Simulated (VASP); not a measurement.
Set up this calculation in VASP 6.6.1, as the native input.

```yaml
Task: relaxation of cell and atoms
Functional: PBEsol
Potentials_or_basis: VASP PAW PBE potentials, release 64 (Sb)
Cutoff: 600 eV
k_mesh: 8 × 8 × 8
Occupations: fermi-dirac, width 0.05 eV
Spin: no spin polarisation
Ladder: gaps
Further_INCAR_settings: ALGO = Fast; EDIFF = 1e-06; IBRION = 2; EDIFFG = -0.01; NSW = 60; ISIF = 3
```

The structure of Sb lies in POSCAR:

```
Sb
1.0
    3.1600000000      0.0000000000      0.0000000000
    0.0000000000      3.1600000000      0.0000000000
    0.0000000000      0.0000000000      3.1600000000
Sb
1
Direct
    0.0000000000      0.0000000000      0.0000000000
```

This isn't the form of Sb at room conditions, which is rhombohedral.

These files were run (other wordings do the same):

INCAR

```
SYSTEM = Sb
PREC = Accurate
ENCUT = 600
EDIFF = 1E-6
ISMEAR = -1
SIGMA = 0.05
LREAL = .False.
LASPH = .True.
NELM = 100
ALGO = Fast
ISIF = 3
LWAVE = .False.
LCHARG = .False.
GGA = PS
IBRION = 2
NSW = 60
EDIFFG = -0.01
```

KPOINTS

```
Automatic mesh
0
Gamma
  8 8 8
  0 0 0
```

Potentials or basis: VASP PAW PBE potentials, release 64 (Sb).

Launch:

```bash
$ cat potpaw_PBE.64/Sb/POTCAR > POTCAR
$ mpirun -np 1 vasp_std > vasp.out
```

It gave:

* Relaxed volume: 28.94 Å³/atom
* Relaxed cell: a = 3.070 Å, b = 3.070 Å, c = 3.070 Å, α = 90.00°, β = 90.00°, γ = 90.00°
* Space group after relaxing (to 0.05 Å): Pm-3m (No. 221)
* Energy gained by relaxing: 41.1 meV/atom
* Ionic steps: 3
* Pressure after relaxing: 0.0 GPa
* Band gap on the k mesh: none (metal or under the smearing width)

Caveat: the PAW data sets were made with another functional, which shifts forces and pressure a little.

Wall time 19 s on 1 thread of Intel(R) Xeon(R) Platinum 8259CL CPU @ 2.50GHz (Skylake/Cascade Lake), with other jobs on the host, peak memory 0.16 GiB.
